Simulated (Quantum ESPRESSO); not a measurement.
# NaF (Villiaumite) in Quantum ESPRESSO: the effect of functional

The system is NaF (Villiaumite).

```xyz
2
Lattice="0.0000 2.3200 2.3200 2.3200 0.0000 2.3200 2.3200 2.3200 0.0000" Properties=species:S:1:pos:R:3 pbc="T T T"
Na    0.0000    0.0000    0.0000
F     2.3200    2.3200    2.3200
```

Alike in all runs:

- Program: Quantum ESPRESSO 7.5
- Task: phonons
- Cutoff: 612 eV
- Density cutoff: 4898 eV
- k mesh: 6 × 6 × 6, shifted
- Occupations: fermi-dirac, width 0.05 eV
- Spin: no spin polarisation

Each run relaxes the cell or the atoms first.

```tsv
functional	potentials or basis	relaxed volume (Å³/atom)	dielectric constant (mean)	highest phonon frequency (cm⁻¹)
LDA	GBRV 1.5 LDA	11.57	1.93	277
PBEsol	GBRV 1.5 PBEsol	12.53	1.89	242
revPBE	GBRV 1.5 PBE	?	?	?
WC	GBRV 1.5 PBE	12.67	1.89	236
AM05	GBRV 1.5 PBE	12.94	1.87	225
vdW-DF-cx	GBRV 1.5 PBE	13.02	1.85	236
```

Q: What does the run with functional revPBE give?

A: Relaxed volume 13.90 Å³/atom; dielectric constant 1.82 mean; highest phonon frequency 202 cm⁻¹.

Caveats: the potentials were made for another functional, which shifts forces and pressure (some runs).

Runs at the PBE level aren't shown here.
